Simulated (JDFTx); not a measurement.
Wanted: the native input for a JDFTx 1.7.0 (patched build) run.

* Task: relaxation of cell and atoms
* Functional: SCAN
* Potentials or basis: SG15-PBE-1.2 with smoothed tails
* Cutoff: 1361 eV
* Density cutoff: 5442 eV
* k mesh: 6 × 6 × 6
* Occupations: fermi-dirac, width 0.05 eV
* Spin: no spin polarisation
* Local potential set to -Z/r beyond: 6 bohr
* Density cutoff over wavefunction cutoff: 4
* Max SCF steps: 100
* SCF threshold on the energy: 1e-09 Ha
* Solver of the electrons: scf
* Further solve for the empty bands: no

Crystal: Cu.

```
Cu
1.0
    -1.44279    1.44279    1.37608
     1.44279   -1.44279    1.37608
     1.44279    1.44279   -1.37608
Cu
1
Cartesian
  0.0000 0.0000 0.0000
```

This isn't the form of Cu at room conditions, which is fcc.

These files were run (other wordings do the same):

Cu.in

```
lattice \
   -2.7264842292     2.7264842292     2.7264842292 \
    2.7264842292    -2.7264842292     2.7264842292 \
    2.6004170657     2.6004170657    -2.6004170657
coords-type Cartesian
ion Cu     0.0000000000     0.0000000000     0.0000000000 1

ion-species pseudo/Cu.upf
elec-cutoff 50
elec-ex-corr mgga-x-scan mgga-c-scan
kpoint-folding 6 6 6
elec-smearing Fermi 0.0018374661
elec-n-bands 15
electronic-SCF nIterations 100 energyDiffThreshold 1e-09
electronic-minimize nIterations 30 energyDiffThreshold 1e-7
forces-output-coords Cartesian
lattice-minimize nIterations 40 energyDiffThreshold 1e-6

dump-name run.$VAR
dump End Ecomponents EigStats BandEigs Kpoints Forces Stress
```

Potentials or basis: SG15-PBE-1.2 with smoothed tails.

The run is started by

```bash
$ jdftx -c 1 -i Cu.in -o Cu.out
```

It gave:

```json
{
  "Relaxed volume": "11.46 Å³/atom",
  "Relaxed cell": "a = 2.464 Å, b = 2.464 Å, c = 2.464 Å, α = 107.27°, β = 107.27°, γ = 113.97°",
  "Space group after relaxing (to 0.05 Å)": "I4/mmm (No. 139)",
  "Energy gained by relaxing": "2.2 meV/atom",
  "Ionic steps": "9",
  "Pressure after relaxing": "0.0 GPa",
  "Band gap on the k mesh": "none (metal or under the smearing width)"
}
```

Caveat: the k mesh is coarse (spacing up to 0.53 Å⁻¹), so the values aren't converged; the potentials were made for another functional, which shifts forces and pressure.

Run time: 6.6 min on 1 thread of Arm Neoverse V2, with other jobs on the host, peak memory 0.06 GiB.
